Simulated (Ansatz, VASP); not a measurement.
## NaF in VASP and in Ansatz

The input INCAR:

```
ALGO = Normal
EDIFF = 1E-6
ENCUT = 520
GGA = PS
ISIF = 2
ISMEAR = 0
LASPH = T
LCHARG = F
LREAL = F
LWAVE = F
NBANDS = 14
NELM = 100
PREC = Accurate
SIGMA = 0.05
```

Contents of KPOINTS:

```
k-points
0
Gamma
  8 8 8
```

The input POSCAR:

```
NaF
1.0
    0.0000000000      2.3233000000      2.3233000000
    2.3233000000      0.0000000000      2.3233000000
    2.3233000000      2.3233000000      0.0000000000
Na F
1 1
Direct
   -0.0124252199     -0.0124252199     -0.0124252199
    0.5000000000      0.5000000000      0.5000000000
```

Input for Ansatz:

```yaml
crystal:
  lattice:
    - [0.0, 2.3233, 2.3233]
    - [2.3233, 0.0, 2.3233]
    - [2.3233, 2.3233, 0.0]
  atoms:
    - { symbol: Na, position: [-0.0124252199, -0.0124252199, -0.0124252199] }
    - { symbol: F, position: [0.5, 0.5, 0.5] }
basis:
  ecutwfc: 420
kpoints:
  mp_grid: { grid: [8, 8, 8] }
hamiltonian:
  xc: pbesol
scf:
  occupations: { method: gaussian, width: 0.05 }
output:
  forces: true
  stress: true
  eigenvalues: true
```

Change from the starting cell: all Na atoms moved -0.100 Å, as atom 1 along Cartesian [1 1 1].

Alike in both runs: task single point; functional PBEsol; k mesh 8 × 8 × 8; occupations gaussian, width 0.05 eV; no spin polarisation.

```csv
,VASP,Ansatz
version,VASP 6.6.1,Ansatz 0.2.0
potentials or method,"VASP PAW PBE potentials, release 64 (Na_pv, F)","scalar-relativistic, plane waves, PAW"
plane-wave cutoff (eV),520,420
valence electrons in the cell,14,16
```

```csv
,VASP,Ansatz,Ansatz less VASP
gap on the k mesh at the Fermi level (eV),6.12,6.14,+0.021
least direct gap on the mesh (eV),6.12,6.14,+0.021
pressure (GPa),-0.3,-0.3,+0.09
largest component of the traceless stress (GPa),0.08,0.08,-0.003
rms of the force components (eV/Å),0.125,0.120,-0.0055
```

Atom by atom the forces differ by 0.006 eV/Å (rms over components). The two sets of potentials don't hold the same shells in valence.

Caveats: the PAW data sets were made with another functional, which shifts forces and pressure a little (VASP).
